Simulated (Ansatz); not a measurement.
**NaF: a tetragonal deformation path**

The task here is to estimate one member of a computed series from the others.

Method: DFT PBEsol, scalar-relativistic, plane waves, PAW, in Ansatz 0.2.0.

### The structure to begin with

Symmetry: Fm-3m, No. 225, cubic system. Conventional cell: a = 4.647 Å, b = 4.647 Å, c = 4.647 Å, α = 90.00°, β = 90.00°, γ = 90.00°. Around Na (site symmetry m-3m) lie 6 F at 2.32 Å. Around F (site symmetry m-3m) lie 6 Na at 2.32 Å.

As a file:

```
Na F
1.0
     0.00000    2.32330    2.32330
     2.32330    0.00000    2.32330
     2.32330    2.32330    0.00000
Na F
1 1
Cartesian
  0.0000 0.0000 0.0000
  2.3233 2.3233 2.3233
```

No relaxation comes first: the listed cell is the starting point.

### Zero of energy

The reference gives a free energy of -2278.9219 eV, pressure -0.54 GPa, largest force 0.000 eV/Å and gap on the mesh 6.14 eV. It was computed beforehand with the settings of the runs below.

Set-up of the first run:

At fixed volume and fractional coordinates, lengths along (0.000, 0.000, 1.000) are scaled against those across it; ρ is that ratio over its starting value.

input.yaml

```yaml
crystal:
  lattice:
    - [0.0, 2.60794736, 1.8438187835]
    - [2.60794736, 0.0, 1.8438187835]
    - [2.60794736, 2.60794736, 0.0]
  atoms:
    - { symbol: Na, position: [0.0, 0.0, 0.0] }
    - { symbol: F, position: [0.5, 0.5, 0.5] }
basis:
  ecutwfc: 420
kpoints:
  mp_grid: { grid: [10, 10, 10] }
hamiltonian:
  xc: pbesol
scf:
  occupations: { method: gaussian, width: 0.05 }
output:
  forces: true
  stress: true
  eigenvalues: true
  write_density: true
  write_potential: true
  elf: true
  volumetric_format: npy
```

On the command line:

```bash
$ ansatz run input.yaml --threads 1 --pin off --max-ram 2560MiB --backend cpu --events-out ev --progress --plain --runs-dir out
```

Steps of the session up to this table: Point ρ = 0.707; At ρ = 1.414; ρ = 0.850; ρ = 1.200; At ρ = 0.780; ρ = 1.300; ρ = 0.920; At ρ = 1.100; Point ρ = 0.650; At ρ = 1.500; At ρ = 0.960; ρ = 1.050.

One of the session's tables, all rows but one given; the rest of the session is left out.

The scan, with free energies counted from the undisturbed cell:

```
    ρ  ΔE (meV/atom)  pressure (GPa)  gap on the mesh (eV)
0.650          841.8            34.6                  5.20
0.707          449.6            19.9                  5.67
0.780          185.9             8.8                  5.98
0.850           66.8             3.1                  6.10
0.920           15.2             0.4                  6.13
0.960            3.4            -0.3                  6.14
1.000            0.0            -0.5                  6.14
1.050            4.3            -0.3                  6.14
1.100           15.8             0.5                  6.13
1.200              ?               ?                     ?
1.300          111.4             6.6                  6.03
1.414          196.2            11.6                  5.93
1.500          274.9            16.0                  5.84
```

Q: Estimate the row for ρ = 1.200 from the others.

Worked estimate for «ΔE (meV/atom)». A straight line through the neighbours (1.100, 15.8) and (1.300, 111.4) gives 15.8 + (111.4 − 15.8) × (1.200 − 1.100) / (1.300 − 1.100) = 63.6; a parabola fitted to 4 rows on both sides gives 55.0.

**Answer.** ΔE (meV/atom): 54.8; pressure (GPa): 3.0; gap on the mesh (eV): 6.09. In «ΔE (meV/atom)» the line misses by +8.8 and the parabola by +0.2.
